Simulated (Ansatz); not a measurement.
The system is PbS (Galena).

```
CELL_PARAMETERS angstrom
0.00000 2.96575 2.96575
2.96575 0.00000 2.96575
2.96575 2.96575 0.00000
ATOMIC_POSITIONS crystal
Pb 0.00000 0.00000 0.00000
S 0.50000 0.50000 0.50000
```

```yaml
Program: Ansatz 0.2.0
Task: relaxation of cell and atoms
Functional: revPBE
Potentials_or_basis: all-electron LAPW, scalar-relativistic
Basis_error_allowed: 0.001 eV/atom
k_mesh: 8 × 8 × 8
Occupations: fermi-dirac, width 0.05 eV
Spin: no spin polarisation
```

At the start: volume 26.09 Å³/atom.

Q: Where does the relaxation end?

A: Over 5 steps the energy falls by 18.9 meV/atom and the volume is 27.84 Å³/atom (+6.7 %); space group Fm-3m (No. 225, to 0.05 Å).

Step by step:
| step | energy change (eV) | largest force (eV/Å) | volume (Å³) |
| --- | --- | --- | --- |
| 1 | 0.0000 | 0.0000 | 52.17 |
| 2 | -0.0287 | 0.0000 | 57.58 |
| 3 | -0.0378 | 0.0000 | 55.89 |
| 4 | -0.0379 | 0.0000 | 55.68 |
| 5 | -0.0379 | 0.0000 | 55.68 |

Final structure:
```xyz
2
Lattice="0.0000 3.0307 3.0307 3.0307 0.0000 3.0307 3.0307 3.0307 0.0000" Properties=species:S:1:pos:R:3 pbc="T T T"
Pb    0.0000    0.0000    0.0000
S     3.0307    3.0307    3.0307
```
